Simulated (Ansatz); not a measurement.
Crystal: Ni.

```
CELL_PARAMETERS angstrom
-1.38372 1.38372 1.38372
1.38372 -1.38372 1.38372
1.38372 1.38372 -1.38372
ATOMIC_POSITIONS crystal
Ni 0.00000 0.00000 0.00000
```

This isn't the form of Ni at room conditions, which is fcc.

Alike in all runs: program Ansatz 0.2.0; functional PBEsol; potentials or basis Ansatz PAW; cutoff 420 eV (not typed: the program's choice for these potentials); k mesh 11 × 11 × 11; occupations fermi-dirac, width 0.05 eV.

Q: Only the start or the spin constraint differs. Which run ends lowest in energy?
A. collinear spin, ferromagnetic start of up to 1.2 μB; fixed moment 1.2
B. collinear spin, program default start; fixed moment 0
C. collinear spin, ferromagnetic start of up to 0.8 μB; fixed moment 0.8
D. collinear spin, ferromagnetic start of up to 1 μB; fixed moment 1
E. collinear spin, ferromagnetic start of up to 0.2 μB; fixed moment 0.2
F. collinear spin, ferromagnetic start of up to 0.5 μB; fixed moment 0.5

A: F.

```csv
start,free energy over the lowest (meV/atom),net moment (μB),site or absolute moments (μB),gap
"collinear spin, ferromagnetic start of up to 1.5 μB; fixed moment 1.5",630.5,1.50,Ni +1.40,-
"collinear spin, ferromagnetic start of up to 0.8 μB; fixed moment 0.8",42.2,0.80,Ni +0.82,-
"collinear spin, ferromagnetic start of up to 0.2 μB; fixed moment 0.2",12.7,0.20,Ni +0.21,-
"collinear spin, program default start; fixed moment 0",16.5,0.00,-,-
"collinear spin, ferromagnetic start of up to 2 μB; fixed moment 2",1793.1,2.00,Ni +1.78,-
"collinear spin, ferromagnetic start of up to 0.5 μB; fixed moment 0.5",0.0,0.50,Ni +0.52,-
"collinear spin, ferromagnetic start of up to 1 μB; fixed moment 1",122.4,1.00,Ni +0.99,-
"collinear spin, ferromagnetic start of up to 1.2 μB; fixed moment 1.2",278.1,1.20,Ni +1.16,-
```

All polarised runs hold their moment fixed, so the table maps the energy against it. A still lower state may exist.

Caveats: the total moment is fixed, so each spin has its own Fermi level.
